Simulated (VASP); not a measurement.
A run of VASP 6.6.1 is set up as follows.

File INCAR:

```
PREC     = Accurate       # precision mode
ENCUT    = 520            # plane-wave cutoff, eV
EDIFF    = 1E-6           # SCF threshold, eV
ISMEAR   = 0              # smearing method
SIGMA    = 0.020999999999999998 # smearing width, eV
LREAL    = False          # projectors in reciprocal space
LASPH    = True           # aspherical terms in the spheres
NELM     = 100            # most SCF steps
ALGO     = Fast           # electronic algorithm
ISIF     = 2              # what is computed and relaxed
LWAVE    = False          # write WAVECAR
LCHARG   = False          # write CHGCAR
GGA      = PE             # functional
NBANDS   = 17             # bands
```

File KPOINTS:

```
Automatic mesh
0
Gamma
  8 8 8
```

POSCAR

```
PbSe
1.0
    0.0000000000      3.0606500000      3.0606500000
    3.0606500000      0.0000000000      3.0606500000
    3.0606500000      3.0606500000      0.0000000000
Pb Se
1 1
Direct
    0.0000000000      0.0000000000      0.0000000000
    0.5000000000      0.5000000000      0.5000000000
```

Potentials or basis: VASP PAW PBE potentials, release 64 (Pb_d, Se).

Launch:

```sh
$ cat potpaw_PBE.64/Pb_d/POTCAR potpaw_PBE.64/Se/POTCAR > POTCAR
$ mpirun -np 1 vasp_std > vasp.out
```

(1) What does it give for the band gap on the k mesh?

(2) What does it give for the pressure?

Answers

(1) 0.29 eV, direct.

(2) 2.4 GPa.

Caveat: spin-orbit coupling is left out, which as a rule narrows the gap of such compounds by several tenths of an eV.

**Experimental background.**

A printed reference work, monograph reports, for a bulk crystal of PbSe at 300 K: band gap 0.28 eV (direct).

Against the measured gap of PbSe, 0.28 eV (direct; 300 K; a printed reference work, monograph), the calculated 0.29 eV is off by +0.01 eV. 2 values of this kind are on record (0.15 to 0.28 eV); this one was drawn at random. Spin-orbit coupling on Pb, Se is left out. The value is that of PBE on a finite k mesh, which can miss the band edges, without temperature or zero-point motion.
